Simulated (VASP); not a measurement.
# WC (P-6m2) in VASP: a series of runs

One crystal, WC, is run at these levels: r2SCAN+rVV10; tasks: relaxation of cell and atoms, electrostatic potential.

Program: VASP 6.6.1. These are calculated values, not measurements. Logs are shortened: lines on timing, memory, paths and dates and some standing lists are left out, and cuts for length are marked.

**1. The crystal as given**

It takes space group P-6m2 (No. 187, hexagonal). Conventional cell: a = 2.900 Å, b = 2.900 Å, c = 2.830 Å, α = 90.00°, β = 90.00°, γ = 120.00°. W (site symmetry -6m2) is surrounded by 6 C at 2.19 Å. Around C (site symmetry -6m2) lie 6 W at 2.19 Å.

The cell was built by a generator and needn't be a form met in nature.

**2. Relaxation of cell and atoms, r2SCAN+rVV10**

INCAR reads:

```
SYSTEM = WC
  ALGO = Normal
  BPARAM = 11.95
  CPARAM = 0.0093
  EDIFF = 1E-6
  EDIFFG = -0.005
  ENCUT = 600
  IBRION = 2
  ISIF = 3
  ISMEAR = 1
  IVDW_NL = 2
  LASPH = .True.
  LCHARG = .False.
  LMIXTAU = .True.
  LREAL = .False.
  LUSE_VDW = .True.
  LWAVE = .False.
  METAGGA = R2SCAN
  NELM = 120
  NSW = 60
  PREC = Accurate
  SIGMA = 0.1
```

KPOINTS reads:

```
k-points
0
Gamma
  16 16 14
  0 0 0
```

POSCAR reads:

```
WC
1.0
    2.9000000000      0.0000000000      0.0000000000
   -1.4500000000      2.5114736700      0.0000000000
    0.0000000000      0.0000000000      2.8300000000
W C
1 1
Direct
    0.0000000000      0.0000000000      0.0000000000
    0.3333333300      0.6666666700      0.5000000000
```

Potentials or basis: VASP PAW PBE potentials, release 64 (W_sv, C).

On the command line:

```console
cat potpaw_PBE.64/W_sv/POTCAR potpaw_PBE.64/C/POTCAR > POTCAR
mpirun -np 1 vasp_std > vasp.out
```

OUTCAR:

```text
SYSTEM = WC
   BPARAM = 11.95
   EDIFF = 1E-6
   EDIFFG = -0.005
   ENCUT = 600
   IBRION = 2
   ISIF = 3
   ISMEAR = 1
   IVDW_NL = 2
   LASPH = .True.
   LREAL = .False.
   METAGGA = R2SCAN
   NELM = 120
   NSW = 60
   PREC = Accurate

 ion  position               nearest neighbor table
   1  0.000  0.000  0.000-   2 2.19   2 2.19   2 2.19   2 2.19   2 2.19   2 2.19
   2  0.333  0.667  0.500-   1 2.19   1 2.19   1 2.19   1 2.19   1 2.19   1 2.19

  LATTYP: Found a hexagonal cell.
 ALAT       =     2.9000000000
 C/A-ratio  =     0.9758620690

  Lattice vectors:

 A1 = (   2.9000000000,   0.0000000000,   0.0000000000)
 A2 = (  -1.4500000000,   2.5114736700,   0.0000000000)
 A3 = (   0.0000000000,   0.0000000000,   2.8300000000)

Analysis of symmetry for initial positions (statically):
=====================================================================
 Subroutine PRICEL returns:
 Original cell was already a primitive cell.

 Routine SETGRP: Setting up the symmetry group for a
 hexagonal supercell.

 Subroutine GETGRP returns: Found 12 space group operations
 (whereof 12 operations were pure point group operations)
 out of a pool of 24 trial point group operations.

The static configuration has the point symmetry D_3h.

Analysis of symmetry for dynamics (positions and initial velocities):
=====================================================================
 Subroutine PRICEL returns:
 Original cell was already a primitive cell.

 Routine SETGRP: Setting up the symmetry group for a
 hexagonal supercell.

 Subroutine GETGRP returns: Found 12 space group operations
 (whereof 12 operations were pure point group operations)
 out of a pool of 24 trial point group operations.

The dynamic configuration has the point symmetry D_3h.

 Subroutine INISYM returns: Found 12 space group operations
 (whereof 12 operations are pure point group operations),
 and found     1 'primitive' translations

----------------------------------------------------------------------------------------

                                     Primitive cell

  volume of cell :      20.6117

  direct lattice vectors                    reciprocal lattice vectors
     2.900000000  0.000000000  0.000000000     0.344827586  0.199086300  0.000000000
    -1.450000000  2.511473670  0.000000000     0.000000000  0.398172600  0.000000000
     0.000000000  0.000000000  2.830000000     0.000000000  0.000000000  0.353356890

  length of vectors
     2.900000000  2.899999999  2.830000000     0.398172599  0.398172600  0.353356890

  position of ions in fractional coordinates (direct lattice)
     0.000000000  0.000000000  0.000000000
     0.333333330  0.666666670  0.500000000

  ion indices of the primitive-cell ions
   primitive index   ion index
                 1           1
                 2           2

----------------------------------------------------------------------------------------

 KPOINTS: k-points

Automatic generation of k-mesh.
 Grid dimensions read from file:
 generate k-points for:   16   16   14

 Generating k-lattice:

  Cartesian coordinates                     Fractional coordinates (reciprocal lattice)
     0.021551724  0.012442894  0.000000000     0.062500000  0.000000000  0.000000000
     0.000000000  0.024885787  0.000000000     0.000000000  0.062500000  0.000000000
     0.000000000  0.000000000  0.025239778     0.000000000  0.000000000  0.071428571

  Length of vectors
     0.024885787  0.024885787  0.025239778

  Shift w.r.t. Gamma in fractional coordinates (k-lattice)
     0.000000000  0.000000000  0.000000000

 Subroutine IBZKPT returns following result:
 ===========================================

 Found    240 irreducible k-points:

 Following reciprocal coordinates:
            Coordinates               Weight
  0.000000  0.000000  0.000000      1.000000
  0.062500  0.000000  0.000000      6.000000
  0.125000  0.000000  0.000000      6.000000
  0.187500  0.000000  0.000000      6.000000
  0.250000  0.000000  0.000000      6.000000
  0.312500  0.000000  0.000000      6.000000
[... 16 lines left out ...]
  0.187500  0.187500  0.000000      6.000000
  0.250000  0.187500  0.000000     12.000000
 [... further k-points ...]
   k-points           NKPTS =    240   k-points in BZ     NKDIM =    240   number of bands    NBANDS=     13
   number of dos      NEDOS =    301   number of ions     NIONS =      2
   total plane-waves  NPLWV =  13824
   dimension x,y,z NGX =    24 NGY =   24 NGZ =   24
   dimension x,y,z NGXF=    48 NGYF=   48 NGZF=   48
   ions per type =               1   1
   NGX,Y,Z   is equivalent  to a cutoff of  13.76, 13.76, 14.10 a.u.
   NGXF,Y,Z  is equivalent  to a cutoff of  27.52, 27.52, 28.20 a.u.
 SYSTEM =  WC
   PREC   = accura    normal or accurate (medium, high low for compatibility)
   ISTART =      0    job   : 0-new  1-cont  2-samecut
   ICHARG =      2    charge: 1-file 2-atom 10-const
   ISPIN  =      1    spin polarized calculation?
   LNONCOLLINEAR =      F non collinear calculations
   LSORBIT =      F    spin-orbit coupling
   LASPH  =      T    aspherical Exc in radial PAW
   ENCUT  =  600.0 eV  44.10 Ry    6.64 a.u.   5.79  5.79  5.65*2*pi/ulx,y,z
   NELM   =    120;   NELMIN=  2; NELMDL= -5     # of ELM steps
   EDIFF  = 0.1E-05   stopping-criterion for ELM
   LREAL  =      F    real-space projection
   EDIFFG = -.5E-02   stopping-criterion for IOM
   NSW    =     60    number of steps for IOM
   IBRION =      2    ionic relax: 0-MD 1-quasi-New 2-CG
   NFREE  =      1    steps in history (QN), initial steepest desc. (CG)
   ISIF   =      3    stress and relaxation
   ISYM   =      2    0-nonsym 1-usesym 2-fastsym
   POTIM  = 0.5000    time-step for ionic-motion
   TEBEG  =    0.0;   TEEND  =   0.0 temperature during run
   PSTRESS=    0.0 pullay stress
   NELECT =      18.0000    total number of electrons
   NUPDOWN=      -1.0000    fix difference up-down
   EMIN   =  10.00;   EMAX   =-10.00  energy-range for DOS
   EFERMI =   0.00;   METHOD = LEGACY
   ISMEAR =     1;   SIGMA  =   0.10  broadening in eV -4-tet -1-fermi 0-gaus
   EFERMI_NEDOS =   21; number of points for ismear=-14 and -15
   IALGO  =     38    algorithm
   IMIX   =      4    mixing-type and parameters
     AMIX     =   0.40;   BMIX     =  1.00
     AMIX_MAG =   1.60;   BMIX_MAG =  1.00
  volume/ion in A,a.u.               =      10.31        69.55
  Fermi-wavevector in a.u.,A,eV,Ry     =   1.564809  2.957060 33.315592  2.448627
  Thomas-Fermi vector in A             =   2.667378
   LORBIT       =      0    0 simple, 1 ext, 2 COOP (PROOUT), +10 PAW based schemes
   METAGGA = R2SCAN    functional components
   LHFCALC =     F    Hartree Fock is set to
   AEXX    =    0.0000 exact exchange contribution
   IVDW_NL    =     2    kernel type
   BPARAM     =11.9500
   IVDW    =     0    specifies the selected vdW correction
   LEPSILON=     F    determine dielectric tensor
   LRPA    =     F    only Hartree local field effects (RPA)
 conjugate gradient relaxation of ions
 non-spin polarized calculation
 Methfessel and Paxton  Order N= 1 SIGMA  =   0.10
  energy-cutoff  :      600.00
  volume of cell :       20.61
 maximum number of plane-waves:       701
 NGX is ok and might be reduce to    24

--------------------------------------- Ionic step        1  -------------------------------------------

 number of electron      18.0000001 magnetization

 Free energy of the ion-electron system (eV)
  ---------------------------------------------------
  ext. energy  EPLUGINS =         0.00000000
  ---------------------------------------------------
  free energy    TOTEN  =       -61.37616599 eV

  energy without entropy =      -61.37592401  energy(sigma->0) =      -61.37608533

------------------------ aborting loop because EDIFF is reached ----------------------------------------

  FORCE on cell =-STRESS in cart. coord.  units (eV):
  Direction    XX          YY          ZZ          XY          YZ          ZX
  --------------------------------------------------------------------------------------
  -------------------------------------------------------------------------------------
  Total        0.6124446      0.6124446      0.5856033      0.0000000      0.0000000      0.0000000
  in kB       47.6062866     47.6062866     45.5198753      0.0000000      0.0000000      0.0000000
  external PRESSURE =      46.9108162 kB  Pullay stress =       0.0000000 kB
[... 273 lines left out ...]
  energy  without entropy=      -61.3793157743  energy(sigma->0) =      -61.37948232

--------------------------------------- Ionic step        9  -------------------------------------------

 number of electron      18.0000000 magnetization

 Free energy of the ion-electron system (eV)
  ---------------------------------------------------
  ext. energy  EPLUGINS =         0.00000000
  ---------------------------------------------------
  free energy    TOTEN  =       -61.37957437 eV

  energy without entropy =      -61.37932468  energy(sigma->0) =      -61.37949114

 E-fermi :  10.8340     XC(G=0): -14.9607

 val. band max:       10.8082655198   @ k =   0.3125   0.3125   0.0714
 cond. band min:      10.8516965457   @ k =   0.4375   0.0625   0.5000
 fundamental gap:      0.0434310259
 Fermi energy:        10.8339629944

 k-point     1 :       0.0000    0.0000    0.0000
  band No.  band energies     occupation
      1     -65.0481      2.00000
      2     -28.3525      2.00000
      3     -28.2528      2.00000
      4     -28.2528      2.00000
      5      -4.3216      2.00000
      6       6.4232      2.00000
      7       7.4190      2.00000
      8       7.4190      2.00000
      9      11.0046     -0.03650
     10      14.2946      0.00000
     11      14.2946      0.00000
     12      16.8383      0.00000
     13      16.8383      0.00000
[... 353 lines left out ...]
 k-point    24 :       0.2500    0.1875    0.0000
  band No.  band energies     occupation
      1     -64.9916      2.00000
      2     -28.9126      2.00000
      3     -28.5313      2.00000
      4     -28.2498      2.00000
      5      -1.3921      2.00000
      6       4.2112      2.00000
      7       7.4232      2.00000
      8       7.6147      2.00000
      9       9.8134      2.00000
     10      12.6708     -0.00000
     11      13.7547      0.00000
     12      16.1331      0.00000
     13      19.0461      0.00000

 [... further k-points ...]

------------------------ aborting loop because EDIFF is reached ----------------------------------------

  FORCE on cell =-STRESS in cart. coord.  units (eV):
  Direction    XX          YY          ZZ          XY          YZ          ZX
  --------------------------------------------------------------------------------------
  -------------------------------------------------------------------------------------
  Total       -0.0051324     -0.0051324     -0.0022578     -0.0000000     -0.0000000      0.0000000
  in kB       -0.3944140     -0.3944140     -0.1735059     -0.0000000     -0.0000000      0.0000000
  external PRESSURE =      -0.3207780 kB  Pullay stress =       0.0000000 kB
[... 17 lines left out ...]
  FREE ENERGIE OF THE ION-ELECTRON SYSTEM (eV)
  ---------------------------------------------------
  free  energy   TOTEN  =       -61.3795743693 eV

  energy  without entropy=      -61.3793246836  energy(sigma->0) =      -61.37949114

 reached required accuracy - stopping structural energy minimisation
```

It took 11 min on 1 thread of Intel Xeon Platinum 8488C (Sapphire Rapids), shared host; peak memory 0.29 GiB.

Results:

| Quantity | Value |
| --- | --- |
| Free energy | -61.3796 eV |
| Relaxed volume | 10.42 Å³/atom |
| Relaxed cell | a = 2.912 Å, b = 2.912 Å, c = 2.838 Å, α = 90.00°, β = 90.00°, γ = 120.00° |
| Space group after relaxing (to 0.05 Å) | P-6m2 (No. 187) |
| Energy gained by relaxing | 1.7 meV/atom |
| Ionic steps | 9 |
| Pressure after relaxing | 0.0 GPa |
| Band gap on the k mesh | none (metal or under the smearing width) |

Step by step:
```tsv
step	energy change (eV)	largest force (eV/Å)	pressure (GPa)	volume (Å³)
1	0.0000	0.0000	4.69	20.61
2	0.0234	0.0000	-12.27	21.52
3	-0.0034	0.0000	-0.06	20.85
4	-0.0034	0.0000	-0.03	20.84
5	-0.0034	0.0000	0.06	20.84
6	-0.0034	0.0000	0.14	20.84
7	-0.0034	0.0000	0.13	20.84
8	-0.0034	0.0000	-0.17	20.86
9	-0.0034	0.0000	-0.03	20.85
```

Final structure:
```
W C
1.0
     2.91227    0.00000    0.00000
    -1.45614    2.52210    0.00000
     0.00000    0.00000    2.83845
W C
1 1
Direct
  0.00000 0.00000 0.00000
  0.33333 0.66667 0.50000
```

Caveat: the PAW data sets were made with another functional, which shifts forces and pressure a little. Spin-orbit coupling is left out, which matters for the levels of W.

**3. Electrostatic potential, r2SCAN+rVV10**

This run uses another cell than the first one, of 10.42 Å³/atom, 1.011 times its volume.

INCAR reads:

```
PREC = Accurate
ENCUT = 520
EDIFF = 1E-6
ISMEAR = 1
SIGMA = 0.1
LREAL = F
LASPH = T
NELM = 80
ALGO = Normal
ISIF = 2
LWAVE = F
LCHARG = T
METAGGA = R2SCAN
LMIXTAU = T
LUSE_VDW = T
IVDW_NL = 2
BPARAM = 11.95
CPARAM = 0.0093
LVHAR = T
```

KPOINTS reads:

```
Automatic mesh
0
Gamma
  16 16 14
```

POSCAR reads:

```
WC                                      
1.0
    2.9122719021      0.0000000000      0.0000000000
   -1.4561359510      2.5221014489     -0.0000000000
   -0.0000000000      0.0000000000      2.8384496238
  W               C             
     1     1
Direct
     0.0000000000000000    0.0000000000000000    0.0000000000000000
     0.3333333300000021    0.6666666699999979    0.5000000000000000
```

Potentials or basis: VASP PAW PBE potentials, release 64 (W_sv, C).

On the command line:

```console
cat potpaw_PBE.64/W_sv/POTCAR potpaw_PBE.64/C/POTCAR > POTCAR
mpirun -np 1 vasp_std > vasp.out
```

OUTCAR:

```text
PREC = Accurate
   ENCUT = 520
   EDIFF = 1E-6
   ISMEAR = 1
   LREAL = F
   LASPH = T
   NELM = 80
   ISIF = 2
   METAGGA = R2SCAN
   IVDW_NL = 2
   BPARAM = 11.95

 ion  position               nearest neighbor table
   1  0.000  0.000  0.000-   2 2.20   2 2.20   2 2.20   2 2.20   2 2.20   2 2.20
   2  0.333  0.667  0.500-   1 2.20   1 2.20   1 2.20   1 2.20   1 2.20   1 2.20

  LATTYP: Found a hexagonal cell.
 ALAT       =     2.9122719021
 C/A-ratio  =     0.9746513098

  Lattice vectors:

 A1 = (   2.9122719021,   0.0000000000,   0.0000000000)
 A2 = (  -1.4561359510,   2.5221014489,   0.0000000000)
 A3 = (   0.0000000000,   0.0000000000,   2.8384496238)

Analysis of symmetry for initial positions (statically):
=====================================================================
 Subroutine PRICEL returns:
 Original cell was already a primitive cell.

 Routine SETGRP: Setting up the symmetry group for a
 hexagonal supercell.

 Subroutine GETGRP returns: Found 12 space group operations
 (whereof 12 operations were pure point group operations)
 out of a pool of 24 trial point group operations.

The static configuration has the point symmetry D_3h.
[... 178 lines left out ...]
      5      -4.3214      2.00000
      6       6.4235      2.00000
      7       7.4192      2.00000
      8       7.4192      2.00000
      9      11.0050     -0.03633
     10      14.2948      0.00000
     11      14.2948      0.00000
     12      16.8388      0.00000
     13      16.8388      0.00000
[... 354 lines left out ...]
  band No.  band energies     occupation
      1     -64.9910      2.00000
      2     -28.9121      2.00000
      3     -28.5307      2.00000
      4     -28.2492      2.00000
      5      -1.3915      2.00000
      6       4.2117      2.00000
      7       7.4235      2.00000
      8       7.6151      2.00000
      9       9.8137      2.00000
     10      12.6709     -0.00000
     11      13.7551      0.00000
     12      16.1334      0.00000
     13      19.0467      0.00000

 [... further k-points ...]

------------------------ aborting loop because EDIFF is reached ----------------------------------------

  FORCE on cell =-STRESS in cart. coord.  units (eV):
  Direction    XX          YY          ZZ          XY          YZ          ZX
  --------------------------------------------------------------------------------------
  -------------------------------------------------------------------------------------
  Total        0.0066688      0.0066688      0.0118158      0.0000000      0.0000000      0.0000000
  in kB        0.5124867      0.5124867      0.9080269      0.0000000      0.0000000      0.0000000
  external PRESSURE =       0.6443335 kB  Pullay stress =       0.0000000 kB

 VOLUME and BASIS-vectors are now :
 -----------------------------------------------------------------------------
  energy-cutoff  :      520.00
  volume of cell :       20.85
      direct lattice vectors                 reciprocal lattice vectors
     2.912271902  0.000000000  0.000000000     0.343374532  0.198247378  0.000000000
    -1.456135951  2.522101449  0.000000000     0.000000000  0.396494757  0.000000000
     0.000000000  0.000000000  2.838449624     0.000000000  0.000000000  0.352305002

 POSITION                                       TOTAL-FORCE (eV/Angst)
 -----------------------------------------------------------------------------------
      0.00000      0.00000      0.00000         0.000000     -0.000000      0.000000
     -0.00000      1.68140      1.41922        -0.000000      0.000000      0.000000
 -----------------------------------------------------------------------------------
    total drift:                                0.000003     -0.000002     -0.000000

  FREE ENERGIE OF THE ION-ELECTRON SYSTEM (eV)
  ---------------------------------------------------
  free  energy   TOTEN  =       -61.3779462024 eV

  energy  without entropy=      -61.3776962413  energy(sigma->0) =      -61.37786288
```

OSZICAR:

```text
N       E                     dE             d eps       ncg     rms          rms(c)
DAV:   1     0.727009073235E+02    0.72701E+02   -0.10125E+04  6256   0.158E+03
DAV:   2    -0.644256450133E+02   -0.13713E+03   -0.13347E+03  7090   0.393E+02
DAV:   3    -0.684829024828E+02   -0.40573E+01   -0.40159E+01  7645   0.625E+01
DAV:   4    -0.685214552944E+02   -0.38553E-01   -0.38527E-01  6855   0.648E+00
DAV:   5    -0.685217704659E+02   -0.31517E-03   -0.31516E-03  7430   0.605E-01    0.340E+01
DAV:   6    -0.610372223129E+02    0.74845E+01   -0.89327E+00  6943   0.375E+01    0.626E+00
DAV:   7    -0.612985240684E+02   -0.26130E+00   -0.41335E-01  6425   0.712E+00    0.496E+00
DAV:   8    -0.612409363384E+02    0.57588E-01   -0.20617E-01  6390   0.530E+00    0.107E+00
DAV:   9    -0.613736331444E+02   -0.13270E+00   -0.12214E-01  6405   0.345E+00    0.687E-01
DAV:  10    -0.613780715969E+02   -0.44385E-02   -0.47496E-03  6745   0.653E-01    0.447E-01
DAV:  11    -0.613778744832E+02    0.19711E-03   -0.16016E-03  7260   0.300E-01    0.300E-01
DAV:  12    -0.613778449174E+02    0.29566E-04   -0.15850E-03  7170   0.330E-01    0.906E-02
DAV:  13    -0.613778553155E+02   -0.10398E-04   -0.51109E-05  6465   0.791E-02    0.894E-02
DAV:  14    -0.613778652468E+02   -0.99313E-05   -0.20568E-05  7215   0.400E-02    0.363E-02
DAV:  15    -0.613779454449E+02   -0.80198E-04   -0.86962E-05  6480   0.796E-02    0.129E-02
DAV:  16    -0.613779462024E+02   -0.75753E-06   -0.21973E-06  6285   0.147E-02
   1 F= -.61377946E+02 E0= -.61377863E+02  d E =-.249961E-03
```

Wall time 2.2 min (1 thread of Intel Xeon Platinum 8488C (Sapphire Rapids), shared host); peak memory 0.27 GiB.

What came out:

```yaml
Free_energy: -61.3779 eV
Pressure: 0.1 GPa
Band_gap_on_the_k_mesh: none (metal or under the smearing width)
```

Caveat: the PAW data sets were made with another functional, which shifts forces and pressure a little.
